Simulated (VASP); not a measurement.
Runs of VASP 6.6.1 on Nb. The structure is hexagonal, space group P6_3/mmc (No. 194). Conventional cell: a = 2.832 Å, b = 2.832 Å, c = 5.181 Å, α = 90.00°, β = 90.00°, γ = 120.00°. Nb (site symmetry -6m2) has 12 Nb at 2.83 to 3.06 Å as nearest neighbours. This isn't the form of Nb at room conditions, which is bcc.

```csv
level,k mesh,cutoff (eV),smearing,gap on the mesh (eV),pressure (GPa)
PBEsol,27 × 27 × 12,520,gaussian 0.1 eV,none,0.1
r2SCAN,18 × 18 × 10,520,gaussian 0.1 eV,none,5.1
PBEsol,18 × 18 × 10,900,gaussian 0.1 eV,none,0.1
PBEsol,18 × 18 × 10,520,gaussian 0.5 eV,none,0.9
PBEsol,18 × 18 × 10,700,gaussian 0.1 eV,none,(a)
```

Alike in all rows: task single point; potentials or basis VASP PAW PBE potentials, release 64 (Nb_sv); no spin polarisation; cell as given.

**Question.** Fill in the values left out.

**Answer.** (a) 0.0.

Caveats: the PAW data sets were made with another functional, which shifts forces and pressure a little.

A k mesh can miss the band edges, and the runs leave out spin-orbit coupling on Nb.

A gap of «none» marks a metal or a gap under the smearing width.

Not every run made on this cell is shown here.
